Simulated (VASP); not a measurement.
# Sn (I4_1/amd) in VASP: further runs

One crystal, Sn, is run at these levels: PBEsol; tasks: relaxation of cell and atoms.

All numbers are computed with VASP 6.6.1; they aren't measurements. Logs are shortened: lines on timing, memory, paths and dates and some standing lists are left out, and cuts for length are marked.

## Step 1: Starting point

It takes space group I4_1/amd (No. 141, tetragonal). The conventional cell has a = 5.839 Å, b = 5.839 Å, c = 3.188 Å, α = 90.00°, β = 90.00°, γ = 90.00°. Sn (site symmetry -4m2) has 6 Sn at 3.03 to 3.19 Å as nearest neighbours.

## Step 2: Relaxation of cell and atoms, PBEsol

INCAR

```
SYSTEM = Sn
PREC = Accurate
ENCUT = 600
EDIFF = 1E-6
ISMEAR = 0
SIGMA = 0.03
LREAL = .FALSE.
LASPH = .TRUE.
NELM = 80
ALGO = Normal
ISIF = 3
LWAVE = .FALSE.
LCHARG = .FALSE.
GGA = PS
IBRION = 2
NSW = 90
EDIFFG = -0.01
```

KPOINTS

```
regular mesh
0
G
  12 12 12
  0 0 0
```

POSCAR

```
Sn
1.0
   -2.9196440800      2.9196440800      1.5938000000
    2.9196440800     -2.9196440800      1.5938000000
    2.9196440800      2.9196440800     -1.5938000000
Sn
2
Direct
    0.0000000000      0.0000000000      0.0000000000
    0.7500000000      0.2500000000      0.5000000000
```

Potentials or basis: VASP PAW PBE potentials, release 64 (Sn_d).

The run is started by

```console
$ cat potpaw_PBE.64/Sn_d/POTCAR > POTCAR
$ mpirun -np 1 vasp_std > vasp.out
```

OUTCAR:

```text
SYSTEM = Sn
   PREC = Accurate
   ENCUT = 600
   EDIFF = 1E-6
   ISMEAR = 0
   LREAL = .FALSE.
   LASPH = .TRUE.
   NELM = 80
   ISIF = 3
   GGA = PS
   IBRION = 2
   NSW = 90
   EDIFFG = -0.01

 ion  position               nearest neighbor table
   1  0.000  0.000  0.000-   2 3.03   2 3.03   2 3.03   2 3.03
   2  0.750  0.250  0.500-   1 3.03   1 3.03   1 3.03   1 3.03

  LATTYP: Found a body centered tetragonal cell.
 ALAT       =     5.8392881600
 C/A-ratio  =     0.5458884564

  Lattice vectors:

 A1 = (  -2.9196440800,   2.9196440800,   1.5938000000)
 A2 = (   2.9196440800,  -2.9196440800,   1.5938000000)
 A3 = (   2.9196440800,   2.9196440800,  -1.5938000000)

Analysis of symmetry for initial positions (statically):
=====================================================================
 Subroutine PRICEL returns:
 Original cell was already a primitive cell.

 Routine SETGRP: Setting up the symmetry group for a
 body centered tetragonal supercell.

 Subroutine GETGRP returns: Found 16 space group operations
 (whereof  8 operations were pure point group operations)
 out of a pool of 16 trial point group operations.

The static configuration has the point symmetry D_2d.
 The point group associated with its full space group is D_4h.

Analysis of symmetry for dynamics (positions and initial velocities):
=====================================================================
 Subroutine PRICEL returns:
 Original cell was already a primitive cell.

 Routine SETGRP: Setting up the symmetry group for a
 body centered tetragonal supercell.

 Subroutine GETGRP returns: Found 16 space group operations
 (whereof  8 operations were pure point group operations)
 out of a pool of 16 trial point group operations.

The dynamic configuration has the point symmetry D_2d.
 The point group associated with its full space group is D_4h.

 Subroutine INISYM returns: Found 16 space group operations
 (whereof  8 operations are pure point group operations),
 and found     1 'primitive' translations

----------------------------------------------------------------------------------------

                                     Primitive cell

  volume of cell :      54.3443

  direct lattice vectors                    reciprocal lattice vectors
    -2.919644080  2.919644080  1.593800000     0.000000000  0.171253751  0.313715648
     2.919644080 -2.919644080  1.593800000     0.171253751  0.000000000  0.313715648
     2.919644080  2.919644080 -1.593800000     0.171253751  0.171253751  0.000000000

  length of vectors
     4.425928326  4.425928326  4.425928326     0.357414822  0.357414822  0.242189377

  position of ions in fractional coordinates (direct lattice)
     0.000000000  0.000000000  0.000000000
     0.750000000  0.250000000  0.500000000

  ion indices of the primitive-cell ions
   primitive index   ion index
                 1           1
                 2           2

----------------------------------------------------------------------------------------

 KPOINTS: regular mesh

Automatic generation of k-mesh.
 Grid dimensions read from file:
 generate k-points for:   12   12   12

 Generating k-lattice:

  Cartesian coordinates                     Fractional coordinates (reciprocal lattice)
     0.000000000  0.014271146  0.026142971     0.083333333  0.000000000  0.000000000
     0.014271146  0.000000000  0.026142971     0.000000000  0.083333333  0.000000000
     0.014271146  0.014271146  0.000000000     0.000000000  0.000000000  0.083333333

  Length of vectors
     0.029784569  0.029784569  0.020182448

  Shift w.r.t. Gamma in fractional coordinates (k-lattice)
     0.000000000  0.000000000  0.000000000

 Subroutine IBZKPT returns following result:
 ===========================================

 Found    163 irreducible k-points:

 Following reciprocal coordinates:
            Coordinates               Weight
  0.000000  0.000000  0.000000      1.000000
  0.083333  0.000000  0.000000      8.000000
  0.166667  0.000000  0.000000      8.000000
  0.250000  0.000000  0.000000      8.000000
  0.333333  0.000000  0.000000      8.000000
  0.416667  0.000000  0.000000      8.000000
[... 16 lines left out ...]
  0.500000  0.166667  0.000000     16.000000
 -0.416667  0.166667  0.000000     16.000000
 [... further k-points ...]
   k-points           NKPTS =    163   k-points in BZ     NKDIM =    163   number of bands    NBANDS=     18
   number of dos      NEDOS =    301   number of ions     NIONS =      2
   total plane-waves  NPLWV =  46656
   dimension x,y,z NGX =    36 NGY =   36 NGZ =   36
   dimension x,y,z NGXF=    72 NGYF=   72 NGZF=   72
   ions per type =               2
   NGX,Y,Z   is equivalent  to a cutoff of  13.52, 13.52, 13.52 a.u.
   NGXF,Y,Z  is equivalent  to a cutoff of  27.04, 27.04, 27.04 a.u.
 SYSTEM =  Sn
   PREC   = accura    normal or accurate (medium, high low for compatibility)
   ISTART =      0    job   : 0-new  1-cont  2-samecut
   ICHARG =      2    charge: 1-file 2-atom 10-const
   ISPIN  =      1    spin polarized calculation?
   LNONCOLLINEAR =      F non collinear calculations
   LSORBIT =      F    spin-orbit coupling
   LASPH  =      T    aspherical Exc in radial PAW
   ENCUT  =  600.0 eV  44.10 Ry    6.64 a.u.   8.84  8.84  8.84*2*pi/ulx,y,z
   NELM   =     80;   NELMIN=  2; NELMDL= -5     # of ELM steps
   EDIFF  = 0.1E-05   stopping-criterion for ELM
   LREAL  =      F    real-space projection
   EDIFFG = -.1E-01   stopping-criterion for IOM
   NSW    =     90    number of steps for IOM
   IBRION =      2    ionic relax: 0-MD 1-quasi-New 2-CG
   NFREE  =      1    steps in history (QN), initial steepest desc. (CG)
   ISIF   =      3    stress and relaxation
   ISYM   =      2    0-nonsym 1-usesym 2-fastsym
   POTIM  = 0.5000    time-step for ionic-motion
   TEBEG  =    0.0;   TEEND  =   0.0 temperature during run
   PSTRESS=    0.0 pullay stress
   NELECT =      28.0000    total number of electrons
   NUPDOWN=      -1.0000    fix difference up-down
   EMIN   =  10.00;   EMAX   =-10.00  energy-range for DOS
   EFERMI =   0.00;   METHOD = LEGACY
   ISMEAR =     0;   SIGMA  =   0.03  broadening in eV -4-tet -1-fermi 0-gaus
   EFERMI_NEDOS =   21; number of points for ismear=-14 and -15
   IALGO  =     38    algorithm
   IMIX   =      4    mixing-type and parameters
     AMIX     =   0.40;   BMIX     =  1.00
     AMIX_MAG =   1.60;   BMIX_MAG =  1.00
  volume/ion in A,a.u.               =      27.17       183.37
  Fermi-wavevector in a.u.,A,eV,Ry     =   1.312430  2.480134 23.435677  1.722474
  Thomas-Fermi vector in A             =   2.442823
   LORBIT       =      0    0 simple, 1 ext, 2 COOP (PROOUT), +10 PAW based schemes
   GGA     = PS    functional components
   LHFCALC =     F    Hartree Fock is set to
   AEXX    =    0.0000 exact exchange contribution
   IVDW    =     0    specifies the selected vdW correction
   LEPSILON=     F    determine dielectric tensor
   LRPA    =     F    only Hartree local field effects (RPA)
 conjugate gradient relaxation of ions
 non-spin polarized calculation
 Gauss-broadening in eV      SIGMA  =   0.03
  energy-cutoff  :      600.00
  volume of cell :       54.34
 maximum number of plane-waves:      1838
   NGX = 17   NGY = 17   NGZ = 17

--------------------------------------- Ionic step        1  -------------------------------------------

 number of electron      27.9999999 magnetization

 Free energy of the ion-electron system (eV)
  ---------------------------------------------------
  ext. energy  EPLUGINS =         0.00000000
  ---------------------------------------------------
  free energy    TOTEN  =        -8.52096770 eV

  energy without entropy =       -8.52037052  energy(sigma->0) =       -8.52066911

------------------------ aborting loop because EDIFF is reached ----------------------------------------

  FORCE on cell =-STRESS in cart. coord.  units (eV):
  Direction    XX          YY          ZZ          XY          YZ          ZX
  --------------------------------------------------------------------------------------
  -------------------------------------------------------------------------------------
  Total       -0.1744655     -0.1744655     -0.2843394      0.0000000      0.0000000      0.0000000
  in kB       -5.1435919     -5.1435919     -8.3828945      0.0000000      0.0000000      0.0000000
  external PRESSURE =      -6.2233594 kB  Pullay stress =       0.0000000 kB

 VOLUME and BASIS-vectors are now :
 -----------------------------------------------------------------------------
  energy-cutoff  :      600.00
  volume of cell :       54.34
      direct lattice vectors                 reciprocal lattice vectors
    -2.919644080  2.919644080  1.593800000     0.000000000  0.171253751  0.313715648
     2.919644080 -2.919644080  1.593800000     0.171253751  0.000000000  0.313715648
     2.919644080  2.919644080 -1.593800000     0.171253751  0.171253751  0.000000000
[... 145 lines left out ...]
 POSITION                                       TOTAL-FORCE (eV/Angst)
 -----------------------------------------------------------------------------------
      2.91259      2.91259      1.58229         0.000000      0.000000     -0.000000
      0.00000      2.91259      0.79114        -0.000000     -0.000000      0.000000
 -----------------------------------------------------------------------------------
    total drift:                                0.000000      0.000000     -0.000000

  FREE ENERGIE OF THE ION-ELECTRON SYSTEM (eV)
  ---------------------------------------------------
  free  energy   TOTEN  =        -8.5224958081 eV

  energy  without entropy=       -8.5219963759  energy(sigma->0) =       -8.52224609

--------------------------------------- Ionic step        6  -------------------------------------------

 number of electron      28.0000005 magnetization

 Free energy of the ion-electron system (eV)
  ---------------------------------------------------
  ext. energy  EPLUGINS =         0.00000000
  ---------------------------------------------------
  free energy    TOTEN  =        -8.52251404 eV

  energy without entropy =       -8.52203879  energy(sigma->0) =       -8.52227641

 E-fermi :   7.9439     XC(G=0): -10.5026

 val. band max:        7.9298477417   @ k =  -0.1667  -0.1667   0.1667
 cond. band min:       7.9544704818   @ k =  -0.1667  -0.1667   0.0833
 fundamental gap:      0.0246227401
 Fermi energy:         7.9439071208

 k-point     1 :       0.0000    0.0000    0.0000
  band No.  band energies     occupation
      1     -13.6174      2.00000
      2     -13.5333      2.00000
      3     -13.4876      2.00000
      4     -13.4774      2.00000
      5     -13.3162      2.00000
      6     -13.3162      2.00000
[... 10 lines left out ...]
     17      14.1827      0.00000
     18      14.9162      0.00000
[... 463 lines left out ...]
 k-point    24 :      -0.4167    0.1667    0.0000
  band No.  band energies     occupation
      1     -13.5433      2.00000
      2     -13.4551      2.00000
      3     -13.4396      2.00000
      4     -13.4151      2.00000
      5     -13.3697      2.00000
      6     -13.3419      2.00000
[... 10 lines left out ...]
     17      10.9518      0.00000
     18      13.3397      0.00000

 [... further k-points ...]

------------------------ aborting loop because EDIFF is reached ----------------------------------------

  FORCE on cell =-STRESS in cart. coord.  units (eV):
  Direction    XX          YY          ZZ          XY          YZ          ZX
  --------------------------------------------------------------------------------------
  -------------------------------------------------------------------------------------
  Total        0.0060347      0.0060347     -0.0025832      0.0000000      0.0000000      0.0000000
  in kB        0.1800787      0.1800787     -0.0770857      0.0000000      0.0000000      0.0000000
  external PRESSURE =       0.0943573 kB  Pullay stress =       0.0000000 kB

 VOLUME and BASIS-vectors are now :
 -----------------------------------------------------------------------------
  energy-cutoff  :      600.00
  volume of cell :       53.69
      direct lattice vectors                 reciprocal lattice vectors
    -2.913648015  2.913648015  1.581126618     0.000000000  0.171606178  0.316230209
     2.913648015 -2.913648015  1.581126618     0.171606178  0.000000000  0.316230209
     2.913648015  2.913648015 -1.581126618     0.171606178  0.171606178  0.000000000

 POSITION                                       TOTAL-FORCE (eV/Angst)
 -----------------------------------------------------------------------------------
      0.00000      0.00000      0.00000        -0.000000      0.000000     -0.000000
      0.00000      2.91365      0.79056         0.000000     -0.000000      0.000000
 -----------------------------------------------------------------------------------
    total drift:                               -0.000000      0.000000     -0.000000

  FREE ENERGIE OF THE ION-ELECTRON SYSTEM (eV)
  ---------------------------------------------------
  free  energy   TOTEN  =        -8.5225140435 eV

  energy  without entropy=       -8.5220387850  energy(sigma->0) =       -8.52227641

 reached required accuracy - stopping structural energy minimisation
```

Run time: 7.1 min. Hardware: 1 thread of Intel Xeon Platinum 8259CL at 2.50GHz (Skylake/Cascade Lake), shared host; peak memory 0.33 GiB.

Results:

```yaml
Free_energy: -8.5225 eV
Relaxed_volume: 26.85 Å³/atom
Relaxed_cell: a = 4.413 Å, b = 4.413 Å, c = 4.413 Å, α = 97.37°, β = 97.37°, γ = 138.01°
Space_group_after_relaxing_to_0.05_Å: I4_1/amd (No. 141)
Energy_gained_by_relaxing: 0.8 meV/atom
Ionic_steps: 6
Pressure_after_relaxing: 0.0 GPa
Band_gap_on_the_k_mesh: none (metal or under the smearing width)
```

Step by step:
| step | energy change (eV) | largest force (eV/Å) | pressure (GPa) | volume (Å³) |
| --- | --- | --- | --- | --- |
| 1 | 0.0000 | 0.0000 | -0.62 | 54.34 |
| 2 | -0.0013 | 0.0000 | 0.20 | 53.52 |
| 3 | -0.0014 | 0.0000 | 0.05 | 53.68 |
| 4 | -0.0014 | 0.0000 | 0.03 | 53.69 |
| 5 | -0.0015 | 0.0000 | 0.01 | 53.69 |
| 6 | -0.0015 | 0.0000 | 0.01 | 53.69 |

Final structure:
```yaml
crystal:
  lattice:
    - [-2.91365, 2.91365, 1.58113]
    - [2.91365, -2.91365, 1.58113]
    - [2.91365, 2.91365, -1.58113]
  atoms:
    - { symbol: Sn, position: [0.00000, 0.00000, 0.00000] }
    - { symbol: Sn, position: [0.75000, 0.25000, 0.50000] }
```

Caveat: the PAW data sets were made with another functional, which shifts forces and pressure a little.

## Step 3: Relaxation of cell and atoms, PBEsol

This run uses another cell than the first one, of 26.85 Å³/atom, 0.988 times its volume.

Edit INCAR of step 2 so:

```diff
@@ -3,3 +3,3 @@
 ENCUT = 600
-EDIFF = 1E-6
+EDIFF = 1E-7
 ISMEAR = 0
@@ -16,2 +16,2 @@
 NSW = 90
-EDIFFG = -0.01
+EDIFFG = -0.005
```

KPOINTS is that of step 2.

POSCAR

```
Sn                                      
1.0
   -2.9136480153      2.9136480153      1.5811266177
    2.9136480153     -2.9136480153      1.5811266177
    2.9136480153      2.9136480153     -1.5811266177
  Sn            
     2
Direct
     0.0000000000000000    0.0000000000000000    0.0000000000000000
     0.7500000000000000    0.2500000000000000    0.5000000000000000
```

Potentials or basis: VASP PAW PBE potentials, release 64 (Sn_d).

The run is started by

```console
$ cat potpaw_PBE.64/Sn_d/POTCAR > POTCAR
$ mpirun -np 1 vasp_std > vasp.out
```

It took 2.7 min on 1 thread of Intel Xeon Platinum 8259CL at 2.50GHz (Skylake/Cascade Lake), shared host; peak memory 0.31 GiB.

The run converged. Its results:

```
Free energy             : -8.5224 eV
Pressure after relaxing : 0.0 GPa
Band gap on the k mesh  : none (metal or under the smearing width)
```

Final structure:
```cif
data_structure
_symmetry_space_group_name_H-M 'P 1'
_symmetry_Int_Tables_number 1
_cell_length_a 4.4135
_cell_length_b 4.4135
_cell_length_c 4.4135
_cell_angle_alpha 97.374
_cell_angle_beta 97.374
_cell_angle_gamma 138.014
_cell_volume 53.69
loop_
_atom_site_label
_atom_site_type_symbol
_atom_site_fract_x
_atom_site_fract_y
_atom_site_fract_z
_atom_site_occupancy
Sn1 Sn 0.00000 0.00000 0.00000 1
Sn2 Sn 0.75000 0.25000 0.50000 1
```

Levels at points of the mesh, in eV from the Fermi level:
```
           k point  band 12  band 13  band 14  band 15  band 16  band 17
(0.00, 0.00, 0.00)    -3.66    -2.02    -2.02     2.93     6.24     6.24
(0.50, 0.00, 0.00)    -5.43    -2.33    -1.74    -1.14     2.23     2.87
(0.50, 0.50, 0.00)    -8.97     0.58     0.58     1.55     1.55     6.11
(0.50, 0.50, 0.50)    -7.61    -4.88    -4.88     5.14     5.14     9.43
```

Caveat: the relaxation stopped at its first step, so nothing moved; the PAW data sets were made with another functional, which shifts forces and pressure a little.
